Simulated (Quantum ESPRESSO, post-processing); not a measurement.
# blue phosphorene, 1 layer, stepped through biaxial strain, part 5 of 5

Aim: how the results for blue phosphorene, 1 layer change with biaxial strain.

Quantum ESPRESSO 7.5; plane-wave DFT, PBE, GBRV ultrasoft pseudopotentials.

So far. Step 7 (Relaxing the ions, -3 %): The relaxation lowers the energy by 2 meV an atom. Step 9 (Relaxation with pw.x, 3 %): The relaxation lowers the energy by 1 meV an atom.

**11. Relaxing the ions, 4 %**

Input file m8.relax.in:

```
&control
  prefix = 'm8.relax'
  outdir = './out'
  pseudo_dir = './pseudo'
  nstep = 40
  forc_conv_thr = 0.0003
  calculation = 'relax'
  tstress = .true.
/
&system
  ibrav = 0
  nat = 2
  ntyp = 1
  ecutwfc = 50
  ecutrho = 250
  occupations = 'smearing'
  smearing = 'fd'
  degauss = 0.002
/
&electrons
  conv_thr = 1e-09
  mixing_beta = 0.4
  electron_maxstep = 120
  mixing_mode = 'plain'
/
&ions
/
ATOMIC_SPECIES
  P   30.9738  p_pbe_v1.5.uspp.F.UPF
CELL_PARAMETERS angstrom
  3.41130319088000 0.00000000000000 0.00000000000000
  -1.70565159544000 2.95427522312000 0.00000000000000
  0.00000000000000 0.00000000000000 16.24000000000000
ATOMIC_POSITIONS crystal
  P   0.666666666700 0.333333333300 0.461799576500
  P   0.333333333300 0.666666666700 0.538200423500
K_POINTS automatic
  12 12 1 0 0 0
```

The run is started by

```
$ OMP_NUM_THREADS=1 mpirun -n 4 pw.x -nk 4 -in m8.relax.in > m8.relax.out
```

Log:

```text
[banner, memory and clock lines left out]
Program PWSCF v.7.5 starts
[...]
Message from routine setup:
[...]
number of electrons       =        10.00
     number of Kohn-Sham states=            9
     kinetic-energy cutoff     =      50.0000  Ry
     charge density cutoff     =     250.0000  Ry
[...]
number of k points=    19  Fermi-Dirac smearing, width (Ry)=  0.0020
[...]
Dense  grid:    73763 G-vectors     FFT dimensions: (  36,  36, 160)
[...]
negative rho (up, down):  4.339E-05 0.000E+00
     Starting wfcs are    8 randomized atomic wfcs +    1 random wfcs
[...]
negative rho (up, down):  4.509E-06 0.000E+00
[...]
estimated scf accuracy    <       0.02777808 Ry
[...]
negative rho (up, down):  3.435E-05 0.000E+00
[...]
estimated scf accuracy    <       0.00843275 Ry
[...]
negative rho (up, down):  4.448E-05 0.000E+00
[...]
estimated scf accuracy    <       0.00012782 Ry
[...]
negative rho (up, down):  5.220E-05 0.000E+00
[...]
estimated scf accuracy    <       0.00000733 Ry
[...]
negative rho (up, down):  5.730E-05 0.000E+00
[...]
estimated scf accuracy    <       0.00000197 Ry
[...]
negative rho (up, down):  6.086E-05 0.000E+00
[...]
estimated scf accuracy    <       0.00000024 Ry
[...]
negative rho (up, down):  6.296E-05 0.000E+00
[...]
estimated scf accuracy    <       0.00000006 Ry
[...]
negative rho (up, down):  6.433E-05 0.000E+00
[...]
estimated scf accuracy    <          5.0E-09 Ry
[...]
negative rho (up, down):  6.643E-05 0.000E+00
[...]
the Fermi energy is    -2.4886 ev
!    total energy              =     -31.02673317 Ry
     estimated scf accuracy    <          2.6E-10 Ry
     smearing contrib. (-TS)   =      -0.00000000 Ry
     internal energy E=F+TS    =     -31.02673317 Ry
[...]
one-electron contribution =    -114.18295470 Ry
     hartree contribution      =      58.56779405 Ry
     xc contribution           =     -11.67212115 Ry
     ewald contribution        =      36.26054862 Ry
     convergence has been achieved in   9 iterations
     negative rho (up, down):  6.643E-05 0.000E+00
[...]
Total force =     0.020628     Total SCF correction =     0.000019
[...]
negative rho (up, down):  6.643E-05 0.000E+00
[...]
negative rho (up, down):  6.842E-05 0.000E+00
[...]
negative rho (up, down):  6.696E-05 0.000E+00
[...]
estimated scf accuracy    <       0.00003683 Ry
[...]
negative rho (up, down):  6.654E-05 0.000E+00
[...]
estimated scf accuracy    <       0.00000472 Ry
[...]
negative rho (up, down):  6.649E-05 0.000E+00
[...]
estimated scf accuracy    <       0.00000048 Ry
[...]
negative rho (up, down):  6.650E-05 0.000E+00
[...]
estimated scf accuracy    <       0.00000002 Ry
[...]
negative rho (up, down):  6.652E-05 0.000E+00
[...]
estimated scf accuracy    <          3.4E-09 Ry
[...]
negative rho (up, down):  6.659E-05 0.000E+00
[...]
the Fermi energy is    -2.5531 ev
!    total energy              =     -31.02703429 Ry
     estimated scf accuracy    <          1.3E-10 Ry
     smearing contrib. (-TS)   =      -0.00000000 Ry
     internal energy E=F+TS    =     -31.02703429 Ry
[...]
one-electron contribution =    -114.48755147 Ry
     hartree contribution      =      58.70871648 Ry
     xc contribution           =     -11.68062954 Ry
     ewald contribution        =      36.43243025 Ry
     convergence has been achieved in   6 iterations
     negative rho (up, down):  6.659E-05 0.000E+00
[...]
Total force =     0.008543     Total SCF correction =     0.000011
[...]
negative rho (up, down):  6.659E-05 0.000E+00
[...]
negative rho (up, down):  6.774E-05 0.000E+00
[...]
negative rho (up, down):  6.697E-05 0.000E+00
[...]
estimated scf accuracy    <       0.00002192 Ry
[...]
negative rho (up, down):  6.677E-05 0.000E+00
[...]
estimated scf accuracy    <       0.00000219 Ry
[...]
negative rho (up, down):  6.671E-05 0.000E+00
[...]
estimated scf accuracy    <       0.00000035 Ry
[...]
negative rho (up, down):  6.668E-05 0.000E+00
[...]
estimated scf accuracy    <       0.00000002 Ry
[...]
negative rho (up, down):  6.668E-05 0.000E+00
[...]
estimated scf accuracy    <          1.8E-09 Ry
[...]
negative rho (up, down):  6.668E-05 0.000E+00
[...]
estimated scf accuracy    <          3.5E-10 Ry
[...]
negative rho (up, down):  6.669E-05 0.000E+00
[...]
estimated scf accuracy    <          7.3E-11 Ry
[...]
negative rho (up, down):  6.670E-05 0.000E+00
[...]
the Fermi energy is    -2.2544 ev
!    total energy              =     -31.02709625 Ry
     estimated scf accuracy    <          6.4E-13 Ry
     smearing contrib. (-TS)   =      -0.00000000 Ry
     internal energy E=F+TS    =     -31.02709625 Ry
[...]
one-electron contribution =    -114.70159351 Ry
     hartree contribution      =      58.80764351 Ry
     xc contribution           =     -11.68663106 Ry
     ewald contribution        =      36.55348482 Ry
     convergence has been achieved in   8 iterations
     negative rho (up, down):  6.670E-05 0.000E+00
[...]
Total force =     0.000058     Total SCF correction =     0.000001
[...]
negative rho (up, down):  6.670E-05 0.000E+00
[...]
```

Elapsed: 21 s, on 4 MPI ranks of Arm Neoverse V1, shared host; peak memory 0.54 GiB; 86 s of CPU time.

Relaxation path:

| step | energy less that of the first step (eV) | largest force (eV/Å) |
| --- | --- | --- |
| 1 | 0.0000 | 0.3750 |
| 2 | -0.0041 | 0.1553 |
| 3 | -0.0049 | 0.0011 |

The atoms that moved most (Å):

| atom | dx | dy | dz | length |
| --- | --- | --- | --- | --- |
| P1 | 0.000 | 0.000 | 0.013 | 0.013 |
| P2 | 0.000 | 0.000 | -0.013 | 0.013 |

Final coordinates:

```
P
1.0
     3.41130    0.00000    0.00000
    -1.70565    2.95428    0.00000
     0.00000    0.00000   16.24000
P
2
Cartesian
  1.7057 0.9848 7.5128
  0.0000 1.9695 8.7272
```

The relaxation lowers the energy by 2 meV an atom.

This step gave:

- free energy: -422.1452 eV
- Fermi energy: -2.254 eV

**12. Ground state, 4 %**

Input file m8.scf.in:

```
&control
  prefix = 'm8.scf'
  outdir = './out'
  pseudo_dir = './pseudo'
  calculation = 'scf'
  tprnfor = .true.
/
&system
  ibrav = 0
  nat = 2
  ntyp = 1
  ecutwfc = 40
  ecutrho = 200
  occupations = 'smearing'
  smearing = 'fd'
  degauss = 0.002
  nbnd = 9
/
&electrons
  conv_thr = 1e-09
  mixing_beta = 0.4
  electron_maxstep = 120
  mixing_mode = 'plain'
/
ATOMIC_SPECIES
  P   30.9738  p_pbe_v1.5.uspp.F.UPF
CELL_PARAMETERS angstrom
  3.41130319088000 0.00000000000000 0.00000000000000
  -1.70565159544000 2.95427522312000 0.00000000000000
  0.00000000000000 0.00000000000000 16.24000000000000
ATOMIC_POSITIONS crystal
  P   0.666666666700 0.333333333300 0.462610879100
  P   0.333333333300 0.666666666700 0.537389120900
K_POINTS automatic
  12 12 1 0 0 0
```

The run is started by

```
$ OMP_NUM_THREADS=1 mpirun -n 4 pw.x -nk 4 -in m8.scf.in > m8.scf.out
```

Log:

```text
[banner, memory and clock lines left out]
Program PWSCF v.7.5 starts
[...]
Message from routine setup:
[...]
number of electrons       =        10.00
     number of Kohn-Sham states=            9
     kinetic-energy cutoff     =      40.0000  Ry
     charge density cutoff     =     200.0000  Ry
[...]
number of k points=    19  Fermi-Dirac smearing, width (Ry)=  0.0020
[...]
Dense  grid:    52873 G-vectors     FFT dimensions: (  30,  30, 144)
[...]
negative rho (up, down):  5.986E-05 0.000E+00
     Starting wfcs are    8 randomized atomic wfcs +    1 random wfcs
[...]
negative rho (up, down):  9.549E-05 0.000E+00
[...]
estimated scf accuracy    <       0.02898070 Ry
[...]
negative rho (up, down):  1.276E-04 0.000E+00
[...]
estimated scf accuracy    <       0.00873421 Ry
[...]
negative rho (up, down):  1.342E-04 0.000E+00
[...]
estimated scf accuracy    <       0.00012701 Ry
[...]
negative rho (up, down):  1.382E-04 0.000E+00
[...]
estimated scf accuracy    <       0.00000896 Ry
[...]
negative rho (up, down):  1.410E-04 0.000E+00
[...]
estimated scf accuracy    <       0.00000111 Ry
[...]
negative rho (up, down):  1.433E-04 0.000E+00
[...]
estimated scf accuracy    <       0.00000026 Ry
[...]
negative rho (up, down):  1.445E-04 0.000E+00
[...]
estimated scf accuracy    <       0.00000006 Ry
[...]
negative rho (up, down):  1.456E-04 0.000E+00
[...]
estimated scf accuracy    <          3.2E-09 Ry
[...]
negative rho (up, down):  1.471E-04 0.000E+00
[...]
the Fermi energy is    -2.2545 ev
!    total energy              =     -31.02705657 Ry
     estimated scf accuracy    <          1.5E-10 Ry
     smearing contrib. (-TS)   =      -0.00000000 Ry
     internal energy E=F+TS    =     -31.02705657 Ry
[...]
one-electron contribution =    -114.70138915 Ry
     hartree contribution      =      58.80751768 Ry
     xc contribution           =     -11.68666989 Ry
     ewald contribution        =      36.55348479 Ry
     convergence has been achieved in   9 iterations
     negative rho (up, down):  1.471E-04 0.000E+00
[...]
Total force =     0.000071     Total SCF correction =     0.000014
[...]
```

The job ended after 5.7 s (4 MPI ranks; peak memory 0.31 GiB; 22 s of CPU time).

Read from the output:

| Item | Value |
| --- | --- |
| free energy | -422.1446 eV |
| Fermi energy | -2.255 eV |
| valence top, on the run's zero | -3.123 eV |
| conduction bottom, on the run's zero | -1.470 eV |
| gap by band count | 1.653 eV |

**13. The series side by side**

The series in one table, energies over the lowest:

```
biaxial strain  energy (eV)  gap along the path (eV)  upper vacuum level over the valence top of the mesh (eV)  lower vacuum level over that top (eV)
          -4 %       0.0883                    1.427                                                     5.665                                  5.665
          -3 %       0.0487                     1.67                                                     5.843                                  5.843
          -2 %       0.0213                    1.866                                                     6.008                                  6.008
          -1 %       0.0053                    1.969                                                     6.159                                  6.159
           0 %       0.0000                    1.934                                                     6.171                                  6.171
           1 %       0.0047                     1.87                                                     6.149                                  6.149
           2 %       0.0187                    1.789                                                     6.127                                  6.127
           3 %       0.0415                    1.713                                                     6.084                                  6.084
           4 %       0.0724                    1.642                                                     6.041                                  6.041
```

**14. By hand**

A parabola through the energies within ±2 % has E = 50.03 eV × ε² -0.057 eV × ε; for the curvature, over A = 9.318 Å² this is 50.03 × 1/9.318 × 16.02 = 86 N/m.

**15. Outcome**

```json
{
 "C11 + C12": "86 N/m",
 "gap along the path, at -4 % and at 4 %": "1.43, 1.64 eV",
 "upper vacuum level over the valence top of the mesh, at -4 % and at 4 %": "5.67, 6.04 eV",
 "lower vacuum level over that top, at -4 % and at 4 %": "5.67, 6.04 eV"
}
```

The series holds 9 members; C11 + C12: 86 N/m (PBE, GBRV ultrasoft). The energy is lowest near zero strain. From -4 % to 4 % the gap along the path goes from 1.43 to 1.64 eV by way of 1.97 at -1 %. From -4 % to 4 % the upper vacuum level over the valence top of the mesh goes from 5.67 to 6.04 eV by way of 6.17 at 0 %. From -4 % to 4 % the lower vacuum level over that top goes from 5.67 to 6.04 eV by way of 6.17 at 0 %. Semilocal gaps are too small; the 1×1 cell can't ripple over many cells under compression as a free sheet would. No spin-orbit coupling.

[Logs are printed without paths, hosts, clocks, repeated set-up lines and the standing remarks that a program may print on its own settings, such as how far it seeks lower states.]

[Hosts, paths, dates, database ids (printed as entryN), source tags and the programs' standing remarks are cut or masked in the printed files.]

[Maps of the electrostatic potential energy from Ansatz leave out the sawtooth potential of an applied field or a dipole correction, so their vacuum need not be flat; planar profiles and work functions include it.]
